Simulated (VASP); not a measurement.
# CdTe (Fm-3m) in VASP: notebook

One crystal, CdTe, is run at these levels: LDA; tasks: single point.

Everything below comes from runs of VASP 6.6.1. Logs are shortened: lines on timing, memory, paths and dates and some standing lists are left out, and cuts for length are marked.

## 1. The structure

The structure is cubic, space group Fm-3m (No. 225). Conventional cell: a = 5.679 Å, b = 5.679 Å, c = 5.679 Å, α = 90.00°, β = 90.00°, γ = 90.00°. Cd (site symmetry m-3m) has 6 Te at 2.84 Å as nearest neighbours. Around Te (site symmetry m-3m) lie 6 Cd at 2.84 Å.

Measurements of this composition are mostly on another form, of space group No. 216.

## 2. Single point, LDA

Contents of INCAR:

```
SYSTEM = CdTe
PREC     = Accurate       ! precision mode
ENCUT    = 520            ! plane-wave cutoff, eV
EDIFF    = 1E-7           ! SCF threshold, eV
ISMEAR   = -1             ! smearing method
SIGMA    = 0.15           ! smearing width, eV
LREAL    = .False.        ! projectors in reciprocal space
LASPH    = .True.         ! aspherical terms in the spheres
NELM     = 80             ! most SCF steps
ALGO     = Normal         ! electronic algorithm
ISIF     = 2              ! what is computed and relaxed
LWAVE    = .False.        ! write WAVECAR
LCHARG   = .False.        ! write CHGCAR
GGA      = CA             ! functional
NBANDS   = 16             ! bands
```

Contents of KPOINTS:

```
Automatic mesh
0
Gamma
  12 12 12
  0 0 0
```

Contents of POSCAR:

```
CdTe
1.0
    0.0000000000      2.8394000000      2.8394000000
    2.8394000000      0.0000000000      2.8394000000
    2.8394000000      2.8394000000      0.0000000000
Cd Te
1 1
Direct
    0.0000000000      0.0000000000      0.0000000000
    0.5000000000      0.5000000000      0.5000000000
```

Potentials or basis: VASP PAW LDA potentials, release 64 (Cd, Te).

Command:

```
$ cat potpaw_LDA.64/Cd/POTCAR potpaw_LDA.64/Te/POTCAR > POTCAR
$ mpirun -np 1 vasp_std > vasp.out
```

OUTCAR:

```text
SYSTEM = CdTe
   PREC = Accurate
   ENCUT = 520
   EDIFF = 1E-7
   ISMEAR = -1
   LREAL = .False.
   LASPH = .True.
   NELM = 80
   ISIF = 2
   GGA = CA

 ion  position               nearest neighbor table
   1  0.000  0.000  0.000-   2 2.84   2 2.84   2 2.84   2 2.84   2 2.84   2 2.84
   2  0.500  0.500  0.500-   1 2.84   1 2.84   1 2.84   1 2.84   1 2.84   1 2.84

  LATTYP: Found a face centered cubic cell.
 ALAT       =     5.6788000000

  Lattice vectors:

 A1 = (   0.0000000000,   2.8394000000,   2.8394000000)
 A2 = (   2.8394000000,   0.0000000000,   2.8394000000)
 A3 = (   2.8394000000,   2.8394000000,   0.0000000000)

Analysis of symmetry for initial positions (statically):
=====================================================================
 Subroutine PRICEL returns:
 Original cell was already a primitive cell.

 Routine SETGRP: Setting up the symmetry group for a
 face centered cubic supercell.

 Subroutine GETGRP returns: Found 48 space group operations
 (whereof 48 operations were pure point group operations)
 out of a pool of 48 trial point group operations.

The static configuration has the point symmetry O_h .

Analysis of symmetry for dynamics (positions and initial velocities):
=====================================================================
 Subroutine PRICEL returns:
 Original cell was already a primitive cell.

 Routine SETGRP: Setting up the symmetry group for a
 face centered cubic supercell.

 Subroutine GETGRP returns: Found 48 space group operations
 (whereof 48 operations were pure point group operations)
 out of a pool of 48 trial point group operations.

The dynamic configuration has the point symmetry O_h .

 Subroutine INISYM returns: Found 48 space group operations
 (whereof 48 operations are pure point group operations),
 and found     1 'primitive' translations

----------------------------------------------------------------------------------------

                                     Primitive cell

  volume of cell :      45.7836

  direct lattice vectors                    reciprocal lattice vectors
     0.000000000  2.839400000  2.839400000    -0.176093541  0.176093541  0.176093541
     2.839400000  0.000000000  2.839400000     0.176093541 -0.176093541  0.176093541
     2.839400000  2.839400000  0.000000000     0.176093541  0.176093541 -0.176093541

  length of vectors
     4.015517989  4.015517989  4.015517989     0.305002960  0.305002960  0.305002960

  position of ions in fractional coordinates (direct lattice)
     0.000000000  0.000000000  0.000000000
     0.500000000  0.500000000  0.500000000

  ion indices of the primitive-cell ions
   primitive index   ion index
                 1           1
                 2           2

----------------------------------------------------------------------------------------

 KPOINTS: Automatic mesh

Automatic generation of k-mesh.
 Grid dimensions read from file:
 generate k-points for:   12   12   12

 Generating k-lattice:

  Cartesian coordinates                     Fractional coordinates (reciprocal lattice)
    -0.014674462  0.014674462  0.014674462     0.083333333  0.000000000  0.000000000
     0.014674462 -0.014674462  0.014674462     0.000000000  0.083333333  0.000000000
     0.014674462  0.014674462 -0.014674462     0.000000000  0.000000000  0.083333333

  Length of vectors
     0.025416913  0.025416913  0.025416913

  Shift w.r.t. Gamma in fractional coordinates (k-lattice)
     0.000000000  0.000000000  0.000000000

 Subroutine IBZKPT returns following result:
 ===========================================

 Found     72 irreducible k-points:

 Following reciprocal coordinates:
            Coordinates               Weight
  0.000000  0.000000  0.000000      1.000000
  0.083333  0.000000  0.000000      8.000000
  0.166667  0.000000  0.000000      8.000000
  0.250000  0.000000  0.000000      8.000000
  0.333333  0.000000  0.000000      8.000000
  0.416667  0.000000  0.000000      8.000000
[... 16 lines left out ...]
  0.500000  0.166667  0.000000     24.000000
 -0.416667  0.166667  0.000000     24.000000
 [... further k-points ...]
   k-points           NKPTS =     72   k-points in BZ     NKDIM =     72   number of bands    NBANDS=     16
   number of dos      NEDOS =    301   number of ions     NIONS =      2
   total plane-waves  NPLWV =  27000
   dimension x,y,z NGX =    30 NGY =   30 NGZ =   30
   dimension x,y,z NGXF=    60 NGYF=   60 NGZF=   60
   ions per type =               1   1
   NGX,Y,Z   is equivalent  to a cutoff of  12.42, 12.42, 12.42 a.u.
   NGXF,Y,Z  is equivalent  to a cutoff of  24.84, 24.84, 24.84 a.u.
 SYSTEM =  CdTe
   PREC   = accura    normal or accurate (medium, high low for compatibility)
   ISTART =      0    job   : 0-new  1-cont  2-samecut
   ICHARG =      2    charge: 1-file 2-atom 10-const
   ISPIN  =      1    spin polarized calculation?
   LNONCOLLINEAR =      F non collinear calculations
   LSORBIT =      F    spin-orbit coupling
   LASPH  =      T    aspherical Exc in radial PAW
   ENCUT  =  520.0 eV  38.22 Ry    6.18 a.u.   7.47  7.47  7.47*2*pi/ulx,y,z
   NELM   =     80;   NELMIN=  2; NELMDL= -5     # of ELM steps
   EDIFF  = 0.1E-06   stopping-criterion for ELM
   LREAL  =      F    real-space projection
   EDIFFG = 0.1E-05   stopping-criterion for IOM
   NSW    =      0    number of steps for IOM
   IBRION =     -1    ionic relax: 0-MD 1-quasi-New 2-CG
   NFREE  =      0    steps in history (QN), initial steepest desc. (CG)
   ISIF   =      2    stress and relaxation
   ISYM   =      2    0-nonsym 1-usesym 2-fastsym
   POTIM  = 0.5000    time-step for ionic-motion
   TEBEG  =    0.0;   TEEND  =   0.0 temperature during run
   PSTRESS=    0.0 pullay stress
   NELECT =      18.0000    total number of electrons
   NUPDOWN=      -1.0000    fix difference up-down
   EMIN   =  10.00;   EMAX   =-10.00  energy-range for DOS
   EFERMI =   0.00;   METHOD = LEGACY
   ISMEAR =    -1;   SIGMA  =   0.15  broadening in eV -4-tet -1-fermi 0-gaus
   EFERMI_NEDOS =   21; number of points for ismear=-14 and -15
   IALGO  =     38    algorithm
   IMIX   =      4    mixing-type and parameters
     AMIX     =   0.40;   BMIX     =  1.00
     AMIX_MAG =   1.60;   BMIX_MAG =  1.00
  volume/ion in A,a.u.               =      22.89       154.48
  Fermi-wavevector in a.u.,A,eV,Ry     =   1.199303  2.266355 19.569651  1.438329
  Thomas-Fermi vector in A             =   2.335170
   LORBIT       =      0    0 simple, 1 ext, 2 COOP (PROOUT), +10 PAW based schemes
   GGA     = CA    functional components
   LHFCALC =     F    Hartree Fock is set to
   AEXX    =    0.0000 exact exchange contribution
   IVDW    =     0    specifies the selected vdW correction
   LEPSILON=     F    determine dielectric tensor
   LRPA    =     F    only Hartree local field effects (RPA)
 non-spin polarized calculation
  energy-cutoff  :      520.00
  volume of cell :       45.78
 maximum number of plane-waves:      1258
 NGX is ok and might be reduce to    30
   NGX = 15   NGY = 15   NGZ = 15

 number of electron      17.9999997 magnetization

 Free energy of the ion-electron system (eV)
  ---------------------------------------------------
  ext. energy  EPLUGINS =         0.00000000
  ---------------------------------------------------
  free energy    TOTEN  =        -5.63981021 eV

  energy without entropy =       -5.59254956  energy(sigma->0) =       -5.61617988

 E-fermi :   6.3061     XC(G=0): -11.0194

 val. band max:        6.2837046277   @ k =   0.4167   0.0000   0.0000
 cond. band min:       6.3549737505   @ k =   0.5000   0.3333   0.0000
 fundamental gap:      0.0712691228
 Fermi energy:         6.3060557009

 k-point     1 :       0.0000    0.0000    0.0000
  band No.  band energies     occupation
      1      -6.9562      2.00000
      2      -2.6605      2.00000
      3      -2.6605      2.00000
      4      -2.6057      2.00000
      5      -2.6057      2.00000
      6      -2.6057      2.00000
[... 8 lines left out ...]
     15      14.4845      0.00000
     16      14.4845      0.00000

 k-point     2 :       0.0833    0.0000    0.0000
  band No.  band energies     occupation
      1      -6.8769      2.00000
      2      -2.6793      2.00000
      3      -2.6793      2.00000
      4      -2.6123      2.00000
      5      -2.5976      2.00000
      6      -2.5976      2.00000
[... 8 lines left out ...]
     15      14.1268      0.00000
     16      14.2057      0.00000

 k-point     3 :       0.1667    0.0000    0.0000
  band No.  band energies     occupation
      1      -6.6449      2.00000
      2      -2.7349      2.00000
      3      -2.7349      2.00000
      4      -2.6332      2.00000
      5      -2.5699      2.00000
      6      -2.5699      2.00000
[... 8 lines left out ...]
     15      14.3298      0.00000
     16      14.3298      0.00000

 k-point     4 :       0.2500    0.0000    0.0000
  band No.  band energies     occupation
      1      -6.2816      2.00000
      2      -2.8113      2.00000
      3      -2.8113      2.00000
      4      -2.6726      2.00000
      5      -2.5294      2.00000
      6      -2.5294      2.00000
[... 8 lines left out ...]
     15      15.0129      0.00000
     16      15.0129      0.00000
[... 324 lines left out ...]
 k-point    22 :       0.4167    0.1667    0.0000
  band No.  band energies     occupation
      1      -5.6490      2.00000
      2      -2.8140      2.00000
      3      -2.8006      2.00000
      4      -2.6999      2.00000
      5      -2.4447      2.00000
      6      -2.4430      2.00000
[... 8 lines left out ...]
     15      17.8184      0.00000
     16      18.0350      0.00000

 k-point    23 :       0.5000    0.1667    0.0000
  band No.  band energies     occupation
      1      -5.3832      2.00000
      2      -2.8685      2.00000
      3      -2.7806      2.00000
      4      -2.7119      2.00000
      5      -2.4313      2.00000
      6      -2.3841      2.00000
[... 8 lines left out ...]
     15      18.0541      0.00000
     16      18.3742      0.00000

 k-point    24 :      -0.4167    0.1667    0.0000
  band No.  band energies     occupation
      1      -5.3200      2.00000
      2      -2.9129      2.00000
      3      -2.8189      2.00000
      4      -2.6859      2.00000
      5      -2.4430      2.00000
      6      -2.3573      2.00000
[... 8 lines left out ...]
     15      16.7681      0.00000
     16      17.3915      0.00000

 [... further k-points ...]

------------------------ aborting loop because EDIFF is reached ----------------------------------------

  FORCE on cell =-STRESS in cart. coord.  units (eV):
  Direction    XX          YY          ZZ          XY          YZ          ZX
  --------------------------------------------------------------------------------------
  -------------------------------------------------------------------------------------
  Total        3.4135811      3.4135811      3.4135811      0.0000000      0.0000000     -0.0000000
  in kB      119.4568567    119.4568567    119.4568567      0.0000000      0.0000000     -0.0000000
  external PRESSURE =     119.4568567 kB  Pullay stress =       0.0000000 kB

 VOLUME and BASIS-vectors are now :
 -----------------------------------------------------------------------------
  energy-cutoff  :      520.00
  volume of cell :       45.78
      direct lattice vectors                 reciprocal lattice vectors
     0.000000000  2.839400000  2.839400000    -0.176093541  0.176093541  0.176093541
     2.839400000  0.000000000  2.839400000     0.176093541 -0.176093541  0.176093541
     2.839400000  2.839400000  0.000000000     0.176093541  0.176093541 -0.176093541

 POSITION                                       TOTAL-FORCE (eV/Angst)
 -----------------------------------------------------------------------------------
      0.00000      0.00000      0.00000         0.000000      0.000000      0.000000
      2.83940      2.83940      2.83940         0.000000      0.000000      0.000000
 -----------------------------------------------------------------------------------
    total drift:                               -0.000000      0.000000      0.000000

  FREE ENERGIE OF THE ION-ELECTRON SYSTEM (eV)
  ---------------------------------------------------
  free  energy   TOTEN  =        -5.6398102104 eV

  energy  without entropy=       -5.5925495570  energy(sigma->0) =       -5.61617988
```

Wall time 29 s (1 thread of Intel Xeon Platinum 8559C (Emerald Rapids), shared host); peak memory 0.18 GiB.

Results:

```yaml
Free_energy: -5.6398 eV
Pressure: 11.9 GPa
Band_gap_on_the_k_mesh: none (metal or under the smearing width)
```

Levels at points of the mesh, in eV from the Fermi level:
```tsv
k point	band 6	band 7	band 8	band 9	band 10	band 11	band 12	band 13
(0.00, 0.00, 0.00)	-8.91	-0.75	-0.75	-0.75	1.38	7.16	7.16	7.16
(0.50, 0.00, 0.00)	-8.75	-6.46	0.05	0.05	2.51	3.68	3.68	5.74
(0.50, 0.50, 0.00)	-7.54	-5.63	-2.96	-2.96	-1.59	3.79	10.40	10.40
```

The run has no spin-orbit coupling, so splittings on Te are missing.

## 3. Single point, LDA

This run uses another cell than the first one, of 25.84 Å³/atom, 1.129 times its volume.

Contents of INCAR:

```
ALGO = Fast
EDIFF = 1E-6
ENCUT = 520
ISIF = 2
ISMEAR = 0
LASPH = T
LCHARG = F
LREAL = F
LWAVE = F
NBANDS = 16
NELM = 60
PREC = Accurate
SIGMA = 0.05
```

Contents of KPOINTS:

```
k-points
0
Gamma
  6 6 6
```

Contents of POSCAR:

```
CdTe
1.0
    0.0000000000      2.9563598097      2.9563598097
    2.9563598097      0.0000000000      2.9563598097
    2.9563598097      2.9563598097      0.0000000000
Cd Te
1 1
Direct
    0.0000000000      0.0000000000      0.0000000000
    0.5000000000      0.5000000000      0.5000000000
```

Potentials or basis: VASP PAW LDA potentials, release 64 (Cd, Te).

Command:

```
$ cat potpaw_LDA.64/Cd/POTCAR potpaw_LDA.64/Te/POTCAR > POTCAR
$ mpirun -np 1 vasp_std > vasp.out
```

Wall time 7.4 s (1 thread of Intel Xeon Platinum 8559C (Emerald Rapids), shared host); peak memory 0.15 GiB.

Results (log left out):

```yaml
Free_energy: -5.7910 eV
Pressure: 1.1 GPa
Band_gap_on_the_k_mesh: none (metal or under the smearing width)
```

Levels at points of the mesh, in eV from the Fermi level:
| k point | band 7 | band 8 | band 9 | band 10 | band 11 | band 12 |
| --- | --- | --- | --- | --- | --- | --- |
| (0.00, 0.00, 0.00) | -0.62 | -0.62 | -0.62 | 0.58 | 7.09 | 7.09 |
| (0.50, 0.00, 0.00) | -5.79 | -0.04 | -0.04 | 2.54 | 3.78 | 3.78 |
| (0.50, 0.50, 0.00) | -4.78 | -2.48 | -2.48 | -1.54 | 4.01 | 9.58 |

The run has no spin-orbit coupling, so splittings on Te are missing.

## 4. Single point, LDA

This run uses another cell than the first one, of 29.65 Å³/atom, 1.295 times its volume.

Contents of INCAR:

```
PREC = Accurate ; ENCUT = 520
EDIFF = 1E-6 ; ISMEAR = 0
SIGMA = 0.05 ; LREAL = False
LASPH = True ; NELM = 60
ALGO = Fast ; ISIF = 2
LWAVE = False ; LCHARG = True
LELF = True ; LVHAR = True
NBANDS = 16
```

Contents of KPOINTS:

```
Automatic mesh
0
Gamma
  6 6 6
```

Contents of POSCAR:

```
CdTe
1.0
    0.0000000000      3.0950648840      3.0950648840
    3.0950648840      0.0000000000      3.0950648840
    3.0950648840      3.0950648840      0.0000000000
Cd Te
1 1
Direct
    0.0000000000      0.0000000000      0.0000000000
    0.5000000000      0.5000000000      0.5000000000
```

Command:

```
$ cat potpaw_LDA.64/Cd/POTCAR potpaw_LDA.64/Te/POTCAR > POTCAR
$ mpirun -np 1 vasp_std > vasp.out
```

Wall time 17 s (1 thread of Intel Xeon Platinum 8559C (Emerald Rapids), shared host); peak memory 0.17 GiB.

The run converged. Its results:

| Item | Value |
| --- | --- |
| Free energy | -5.6640 eV |
| Pressure | -5.4 GPa |
| Band gap on the k mesh | none (metal or under the smearing width) |

Levels at points of the mesh, in eV from the Fermi level:
| k point | band 6 | band 7 | band 8 | band 9 | band 10 | band 11 | band 12 | band 13 |
| --- | --- | --- | --- | --- | --- | --- | --- | --- |
| (0.00, 0.00, 0.00) | -8.19 | -0.45 | -0.45 | -0.45 | -0.08 | 7.06 | 7.06 | 7.06 |
| (0.50, 0.00, 0.00) | -8.12 | -5.01 | -0.06 | -0.06 | 2.61 | 3.90 | 3.90 | 4.36 |
| (0.50, 0.50, 0.00) | -7.51 | -3.89 | -1.96 | -1.96 | -1.43 | 4.29 | 8.73 | 8.73 |

The run has no spin-orbit coupling, so splittings on Te are missing.

## 5. Single point, LDA

This run uses another cell than the first one, of 27.23 Å³/atom, 1.190 times its volume.

Contents of INCAR:

```
ALGO = Fast
EDIFF = 1E-7
ENCUT = 520
ISIF = 2
ISMEAR = -1
LASPH = T
LCHARG = F
LREAL = F
LWAVE = F
NBANDS = 16
NELM = 100
PREC = Accurate
SIGMA = 0.15
```

Contents of KPOINTS:

```
k-points
0
Gamma
  12 12 12
```

Contents of POSCAR:

```
CdTe
1.0
    0.0000000000      3.0085000000      3.0085000000
    3.0085000000      0.0000000000      3.0085000000
    3.0085000000      3.0085000000      0.0000000000
Cd Te
1 1
Direct
    0.0000000000      0.0000000000      0.0000000000
    0.5000000000      0.5000000000      0.5000000000
```

Command:

```
$ cat potpaw_LDA.64/Cd/POTCAR potpaw_LDA.64/Te/POTCAR > POTCAR
$ mpirun -np 1 vasp_std > vasp.out
```

It took 26 s on 1 thread of Intel Xeon Platinum 8559C (Emerald Rapids), shared host; peak memory 0.19 GiB.

Results (log left out):

```yaml
Free_energy: -5.8480 eV
Pressure: -2.0 GPa
Band_gap_on_the_k_mesh: none (metal or under the smearing width)
```

Levels at points of the mesh, in eV from the Fermi level:
| k point | band 6 | band 7 | band 8 | band 9 | band 10 | band 11 | band 12 | band 13 |
| --- | --- | --- | --- | --- | --- | --- | --- | --- |
| (0.00, 0.00, 0.00) | -8.35 | -0.54 | -0.54 | -0.54 | 0.33 | 7.10 | 7.10 | 7.10 |
| (0.50, 0.00, 0.00) | -8.25 | -5.47 | -0.04 | -0.04 | 2.59 | 3.85 | 3.85 | 4.83 |
| (0.50, 0.50, 0.00) | -7.49 | -4.41 | -2.26 | -2.26 | -1.47 | 4.14 | 9.27 | 9.27 |

The run has no spin-orbit coupling, so splittings on Te are missing.

## 6. Summary

| cell | k mesh | smearing | gap on the mesh (eV) | pressure (GPa) |
| --- | --- | --- | --- | --- |
| Fm-3m, 22.89 Å³/atom | 12 × 12 × 12 | fermi-dirac 0.15 eV | none | 11.9 |
| Fm-3m, 25.84 Å³/atom | 6 × 6 × 6 | gaussian 0.05 eV | none | 1.1 |
| Fm-3m, 29.65 Å³/atom | 6 × 6 × 6 | gaussian 0.05 eV | none | -5.4 |
| Fm-3m, 27.23 Å³/atom | 12 × 12 × 12 | fermi-dirac 0.15 eV | none | -2.0 |

Alike in all rows: task single point; level LDA; potentials or basis VASP PAW LDA potentials, release 64 (Cd, Te); no spin polarisation; cutoff (eV) 520.

Every run on the cell as given and a fine mesh finds a metal.

Total energies depend on the potentials used, so only differences within one code and one set of settings carry meaning.
